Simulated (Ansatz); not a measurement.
# SnSe2: the cost of one run

Method: DFT PBE, scalar-relativistic, plane waves, PAW, in Ansatz 0.2.0.

1 further run of the same task is left out (it didn't finish).

**1. The system as given**

It takes space group Fmm2 (No. 42, orthorhombic). Conventional cell: a = 5.421 Å, b = 7.668 Å, c = 9.311 Å, α = 90.00°, β = 90.00°, γ = 90.00°. Sn (site symmetry mm2) has 3 Se at 2.21 to 3.03 Å as nearest neighbours. Se (site symmetry mm2) has 1 Sn at 2.21 Å as nearest neighbours. Se (site symmetry mm2) is surrounded by 2 Se at 2.84 Å and 2 Sn at 3.03 Å.

Structure file:

```
CELL_PARAMETERS angstrom
0.00000 3.83418 4.65544
2.71053 0.00000 4.65544
2.71053 3.83418 0.00000
ATOMIC_POSITIONS crystal
Sn 0.06289 0.06289 0.93711
Se 0.30017 0.30017 0.69983
Se 0.70788 0.70788 0.29212
```

A structure generator made this guess: random cell by space group and Wyckoff sites (Fmm2, No. 42). Lengths come from tabulated atomic sizes and are only a guess.

**2. Probe: one point on a coarse mesh**

Contents of input.yaml:

```yaml
crystal:
  lattice:
    - [0.0, 3.83418165, 4.65543633]
    - [2.71052786, 0.0, 4.65543633]
    - [2.71052786, 3.83418165, 0.0]
  atoms:
    - { symbol: Sn, position: [0.06288963, 0.06288963, 0.93711037] }
    - { symbol: Se, position: [0.30016997, 0.30016997, 0.69983003] }
    - { symbol: Se, position: [0.70788462, 0.70788462, 0.29211538] }
basis:
  ecutwfc: 420
kpoints:
  mp_grid: { grid: [4, 4, 4] }
hamiltonian:
  xc: pbe
scf:
  occupations: { method: gaussian, width: 0.1 }
  lower_state_search: "off"
output:
  forces: true
  stress: true
  eigenvalues: true
```

Command:

```console
$ ansatz run input.yaml --threads 1 --pin off --max-ram 2560MiB --backend cpu --events-out ev --progress --plain --runs-dir out
```

What time and memory should one allow on 1 thread of AMD EPYC 9R45 (Zen 5), shared host?

About 2.3 s, with a peak of 0.38 GiB.
